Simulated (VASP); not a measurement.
Input of a VASP 6.6.1 run:

POSCAR

```
Ti2O
1.0
    2.9194000000      0.0000000000      0.0000000000
   -1.4597000000      2.5282745638      0.0000000000
    0.0000000000      0.0000000000      4.7130000000
Ti O
2 1
Direct
    0.3333333333      0.6666666667      0.7212600000
    0.6666666667      0.3333333333      0.2787400000
    0.0000000000      0.0000000000      0.0000000000
```

The input INCAR.step1:

```
SYSTEM = Ti2O
ALGO = Normal
EDIFF = 1E-5
ENCUT = 520
GGA = PE
ISIF = 2
ISMEAR = -1
LASPH = .True.
LCHARG = .False.
LMAXMIX = 4
LREAL = .False.
LWAVE = .True.
NELM = 80
PREC = Accurate
SIGMA = 0.05
```

File INCAR.step2:

```
SYSTEM = Ti2O
ALGO = Normal
EDIFF = 1E-6
ENCUT = 520
ISIF = 2
ISMEAR = -1
ISTART = 1
LASPH = .True.
LCHARG = .False.
LMAXMIX = 4
LREAL = .False.
LWAVE = .False.
METAGGA = MBJ
NELM = 80
PREC = Accurate
SIGMA = 0.05
```

KPOINTS

```
k-points
0
Gamma
  10 10 6
  0 0 0
```

Contents of KPOINTS_OPT:

```
path GMKGALHA,LM,KH
20
line-mode
reciprocal
 0.0000000000  0.0000000000  0.0000000000  G
 0.5000000000  0.0000000000  0.0000000000  M

 0.5000000000  0.0000000000  0.0000000000  M
 0.3333333333  0.3333333333  0.0000000000  K

 0.3333333333  0.3333333333  0.0000000000  K
 0.0000000000  0.0000000000  0.0000000000  G

 0.0000000000  0.0000000000  0.0000000000  G
 0.0000000000  0.0000000000  0.5000000000  A

 0.0000000000  0.0000000000  0.5000000000  A
 0.5000000000  0.0000000000  0.5000000000  L

 0.5000000000  0.0000000000  0.5000000000  L
 0.3333333333  0.3333333333  0.5000000000  H

 0.3333333333  0.3333333333  0.5000000000  H
 0.0000000000  0.0000000000  0.5000000000  A

 0.5000000000  0.0000000000  0.5000000000  L
 0.5000000000  0.0000000000  0.0000000000  M

 0.3333333333  0.3333333333  0.0000000000  K
 0.3333333333  0.3333333333  0.5000000000  H
```

Potentials or basis: VASP PAW PBE potentials, release 64 (Ti_sv, O).

Launch:

```bash
$ cat potpaw_PBE.64/Ti_sv/POTCAR potpaw_PBE.64/O/POTCAR > POTCAR
$ cp INCAR.step1 INCAR
$ mpirun -np 1 vasp_std > vasp.out
$ cp INCAR.step2 INCAR
$ mpirun -np 1 vasp_std > vasp.out
```

**Question.** Predict the band gap along the path.

**Answer.** None (metal or under the smearing width).

Levels at the corners of the path, in eV from the Fermi level:
```tsv
point	band 12	band 13	band 14	band 15	band 16	band 17	band 18	band 19
Γ	-6.28	-3.58	-0.72	0.33	0.33	0.35	0.91	0.91
M	-6.76	-2.73	-1.58	-0.72	1.21	1.63	2.86	2.94
M	-6.76	-2.73	-1.58	-0.72	1.21	1.63	2.86	2.95
K	-7.18	-1.99	-1.46	-1.46	1.59	1.59	1.91	2.47
K	-7.18	-1.99	-1.46	-1.46	1.59	1.59	1.91	2.47
Γ	-6.28	-3.58	-0.72	0.33	0.33	0.35	0.91	0.91
Γ	-6.28	-3.58	-0.72	0.33	0.33	0.35	0.91	0.91
A	-6.36	-2.10	-1.77	0.11	0.11	1.28	1.82	1.82
A	-6.36	-2.10	-1.77	0.11	0.11	1.28	1.82	1.82
L	-6.67	-1.62	-1.51	-0.87	-0.40	0.74	2.88	2.93
L	-6.67	-1.62	-1.51	-0.87	-0.40	0.74	2.88	2.93
H	-7.26	-1.68	-1.08	-1.08	1.41	1.41	1.72	2.67
H	-7.26	-1.68	-1.08	-1.08	1.41	1.41	1.72	2.67
A	-6.36	-2.10	-1.77	0.11	0.11	1.28	1.82	1.82
L	-6.67	-1.62	-1.51	-0.87	-0.40	0.74	2.88	2.93
M	-6.76	-2.73	-1.58	-0.72	1.21	1.63	2.87	2.95
K	-7.18	-1.99	-1.46	-1.46	1.59	1.59	1.91	2.47
H	-7.26	-1.68	-1.08	-1.08	1.41	1.41	1.72	2.67
```

Caveat: semilocal functionals often make such compounds metallic where correlation or magnetic order opens a gap, which also shifts bond lengths.
